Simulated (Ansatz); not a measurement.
# BN: the cost of one run

Program: Ansatz 0.2.0. Level of theory: DFT PBE, scalar-relativistic, plane waves, PAW. These are calculated values, not measurements.

**1. Starting point**

Symmetry: Fmm2, No. 42, orthorhombic system. The conventional cell has a = 2.503 Å, b = 6.991 Å, c = 4.332 Å, α = 90.00°, β = 90.00°, γ = 90.00°. B (site symmetry mm2) has 3 N at 1.44 Å in its first shell of neighbours. N (site symmetry mm2) has 3 B at 1.44 Å in its first shell of neighbours.

As a file:

```xyz
64
Lattice="0.0000 6.9906 4.3322 5.0065 6.9906 -4.3322 -5.0065 6.9906 -4.3322" Properties=species:S:1:pos:R:3 pbc="T T T"
B    -3.7549   10.4859   -4.3320
B    -2.5033   13.9813   -4.3320
B    -1.2516   17.4766   -4.3320
B     0.0000   13.9813   -8.6642
B    -2.5033   10.4859   -2.1659
B    -1.2516   13.9813   -2.1659
B     0.0000   10.4859   -6.4981
B     1.2516   13.9813   -6.4981
B    -1.2516   10.4859    0.0002
B     0.0000    6.9906   -4.3320
B     1.2516   10.4859   -4.3320
B     2.5033   13.9813   -4.3320
B     0.0000    3.4953   -2.1659
B     1.2516    6.9906   -2.1659
B     2.5033   10.4859   -2.1659
B     3.7549   13.9813   -2.1659
B    -3.7549   13.9813   -2.1659
B    -2.5033   10.4859   -6.4981
B    -1.2516   13.9813   -6.4981
B     0.0000   17.4766   -6.4981
B    -2.5033    6.9906   -4.3320
B    -1.2516   10.4859   -4.3320
B     0.0000   13.9813   -4.3320
B     1.2516   17.4766   -4.3320
B    -1.2516    6.9906   -2.1659
B     0.0000   10.4859   -2.1659
B     1.2516   13.9813   -2.1659
B     2.5033   10.4859   -6.4981
B     0.0000    6.9906    0.0002
B     1.2516   10.4859    0.0002
B     2.5033    6.9906   -4.3320
B     3.7549   10.4859   -4.3320
N    -3.7549   10.4859   -1.4441
N    -2.5033   13.9813   -1.4441
N    -1.2516   10.4859   -5.7763
N     0.0000   13.9813   -5.7763
N    -2.5033   10.4859    0.7220
N    -1.2516    6.9906   -3.6102
N     0.0000   10.4859   -3.6102
N     1.2516   13.9813   -3.6102
N    -1.2516    3.4953   -1.4441
N     0.0000    6.9906   -1.4441
N     1.2516   10.4859   -1.4441
N     2.5033   13.9813   -1.4441
N     0.0000    3.4953    0.7220
N     1.2516    6.9906    0.7220
N     2.5033   10.4859    0.7220
N     3.7549    6.9906   -3.6102
N    -3.7549    6.9906   -3.6102
N    -2.5033   10.4859   -3.6102
N    -1.2516   13.9813   -3.6102
N     0.0000   17.4766   -3.6102
N    -2.5033    6.9906   -1.4441
N    -1.2516   10.4859   -1.4441
N     0.0000   13.9813   -1.4441
N     1.2516   10.4859   -5.7763
N    -1.2516    6.9906    0.7220
N     0.0000   10.4859    0.7220
N     1.2516    6.9906   -3.6102
N     2.5033   10.4859   -3.6102
N     0.0000    6.9906    2.8881
N     1.2516    3.4953   -1.4441
N     2.5033    6.9906   -1.4441
N     3.7549   10.4859   -1.4441
```

The runs take a perfect supercell of 64 atoms; the defect goes to fractional position (0.250, 0.250, 1.000).

**2. The perfect supercell**

Contents of input.yaml:

```yaml
crystal:
  lattice:
    - [0.0, 6.990632, 4.332182]
    - [5.006528, 6.990631, -4.332182]
    - [-5.006528, 6.990632, -4.332183]
  atoms:
    - { symbol: B, position: [0.250024, 0.249988, 0.999988] }
    - { symbol: B, position: [0.500024, 0.499988, 0.999988] }
    - { symbol: B, position: [0.750024, 0.749988, 0.999988] }
    - { symbol: B, position: [2.4e-05, 0.999988, 0.999988] }
    - { symbol: B, position: [0.500024, 0.249988, 0.749988] }
    - { symbol: B, position: [0.750024, 0.499988, 0.749988] }
    - { symbol: B, position: [2.4e-05, 0.749988, 0.749988] }
    - { symbol: B, position: [0.250024, 0.999988, 0.749988] }
    - { symbol: B, position: [0.750024, 0.249988, 0.499988] }
    - { symbol: B, position: [2.4e-05, 0.499988, 0.499988] }
    - { symbol: B, position: [0.250024, 0.749988, 0.499988] }
    - { symbol: B, position: [0.500024, 0.999988, 0.499988] }
    - { symbol: B, position: [2.4e-05, 0.249988, 0.249988] }
    - { symbol: B, position: [0.250024, 0.499988, 0.249988] }
    - { symbol: B, position: [0.500024, 0.749988, 0.249988] }
    - { symbol: B, position: [0.750024, 0.999988, 0.249988] }
    - { symbol: B, position: [0.750024, 0.249988, 0.999988] }
    - { symbol: B, position: [2.4e-05, 0.499988, 0.999988] }
    - { symbol: B, position: [0.250024, 0.749988, 0.999988] }
    - { symbol: B, position: [0.500024, 0.999988, 0.999988] }
    - { symbol: B, position: [2.4e-05, 0.249988, 0.749988] }
    - { symbol: B, position: [0.250024, 0.499988, 0.749988] }
    - { symbol: B, position: [0.500024, 0.749988, 0.749988] }
    - { symbol: B, position: [0.750024, 0.999988, 0.749988] }
    - { symbol: B, position: [0.250024, 0.249988, 0.499988] }
    - { symbol: B, position: [0.500024, 0.499988, 0.499988] }
    - { symbol: B, position: [0.750024, 0.749988, 0.499988] }
    - { symbol: B, position: [2.4e-05, 0.999988, 0.499988] }
    - { symbol: B, position: [0.500024, 0.249988, 0.249988] }
    - { symbol: B, position: [0.750024, 0.499988, 0.249988] }
    - { symbol: B, position: [2.4e-05, 0.749988, 0.249988] }
    - { symbol: B, position: [0.250024, 0.999988, 0.249988] }
    - { symbol: "N", position: [0.583326, 0.083337, 0.833337] }
    - { symbol: "N", position: [0.833326, 0.333337, 0.833337] }
    - { symbol: "N", position: [0.083326, 0.583337, 0.833337] }
    - { symbol: "N", position: [0.333326, 0.833337, 0.833337] }
    - { symbol: "N", position: [0.833326, 0.083337, 0.583337] }
    - { symbol: "N", position: [0.083326, 0.333337, 0.583337] }
    - { symbol: "N", position: [0.333326, 0.583337, 0.583337] }
    - { symbol: "N", position: [0.583326, 0.833337, 0.583337] }
    - { symbol: "N", position: [0.083326, 0.083337, 0.333337] }
    - { symbol: "N", position: [0.333326, 0.333337, 0.333337] }
    - { symbol: "N", position: [0.583326, 0.583337, 0.333337] }
    - { symbol: "N", position: [0.833326, 0.833337, 0.333337] }
    - { symbol: "N", position: [0.333326, 0.083337, 0.083337] }
    - { symbol: "N", position: [0.583326, 0.333337, 0.083337] }
    - { symbol: "N", position: [0.833326, 0.583337, 0.083337] }
    - { symbol: "N", position: [0.083326, 0.833337, 0.083337] }
    - { symbol: "N", position: [0.083326, 0.083337, 0.833337] }
    - { symbol: "N", position: [0.333326, 0.333337, 0.833337] }
    - { symbol: "N", position: [0.583326, 0.583337, 0.833337] }
    - { symbol: "N", position: [0.833326, 0.833337, 0.833337] }
    - { symbol: "N", position: [0.333326, 0.083337, 0.583337] }
    - { symbol: "N", position: [0.583326, 0.333337, 0.583337] }
    - { symbol: "N", position: [0.833326, 0.583337, 0.583337] }
    - { symbol: "N", position: [0.083326, 0.833337, 0.583337] }
    - { symbol: "N", position: [0.583326, 0.083337, 0.333337] }
    - { symbol: "N", position: [0.833326, 0.333337, 0.333337] }
    - { symbol: "N", position: [0.083326, 0.583337, 0.333337] }
    - { symbol: "N", position: [0.333326, 0.833337, 0.333337] }
    - { symbol: "N", position: [0.833326, 0.083337, 0.083337] }
    - { symbol: "N", position: [0.083326, 0.333337, 0.083337] }
    - { symbol: "N", position: [0.333326, 0.583337, 0.083337] }
    - { symbol: "N", position: [0.583326, 0.833337, 0.083337] }
basis:
  ecutwfc: 420
  fft_grid_basis: typed
kpoints:
  mp_grid: { grid: [2, 2, 2] }
hamiltonian:
  xc: pbe
  pseudopotentials: { kind: paw }
scf:
  occupations: { method: gaussian, width: 0.05 }
output:
  forces: true
  stress: false
  eigenvalues: true
  bader: false
  write_density: true
  volumetric_format: npy
```

On the command line:

```console
$ ansatz run input.yaml --threads 4 --pin off --max-ram 10240MiB --backend cpu --events-out ev --progress --plain --runs-dir out
```

What time and memory should one allow on 4 threads of Arm Neoverse N1, shared host?

About 15 s, with a peak of 2.6 GiB.
